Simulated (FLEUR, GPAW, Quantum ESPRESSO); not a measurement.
## Pb: 4 runs at one level of theory

```
Pb
1.0
     0.00000    2.47502    2.47502
     2.47502    0.00000    2.47502
     2.47502    2.47502    0.00000
Pb
1
Direct
  0.00000 0.00000 0.00000
```

Alike in all runs: task equation of state; functional PBE; k mesh 9 × 9 × 9; occupations fermi-dirac, width 0.05 eV; no spin polarisation; no spin-orbit coupling.

```csv
program and potentials,plane-wave cutoff (eV),notes,equilibrium volume (Å³/atom),bulk modulus (GPa)
"GPAW, GPAW PAW data sets (gpaw-data 1.2.1)",600,-,31.69,40.8
"Quantum ESPRESSO, GBRV 1.5 PBE",612,-,31.80,39.8
"FLEUR, all-electron, FLAPW",-,-,31.88,40.7
"Quantum ESPRESSO, PseudoDojo 0.4 SR PBE stringent",1225,-,31.89,39.5
```

The equilibrium volume spans 31.69 (GPAW, GPAW PAW data sets (gpaw-data 1.2.1)) to 31.89 Å³/atom (Quantum ESPRESSO, PseudoDojo 0.4 SR PBE stringent), with all-electron results at 31.88. The bulk modulus spans 39.5 (Quantum ESPRESSO, PseudoDojo 0.4 SR PBE stringent) to 40.8 GPa (GPAW, GPAW PAW data sets (gpaw-data 1.2.1)), with all-electron results at 40.7. For a metal such a mesh isn't converged, which the comparison doesn't need.

Differences between rows come from potentials, basis sets and numerical settings, since the functional is the same but for its coding. Runs on potential files found faulty are left out.
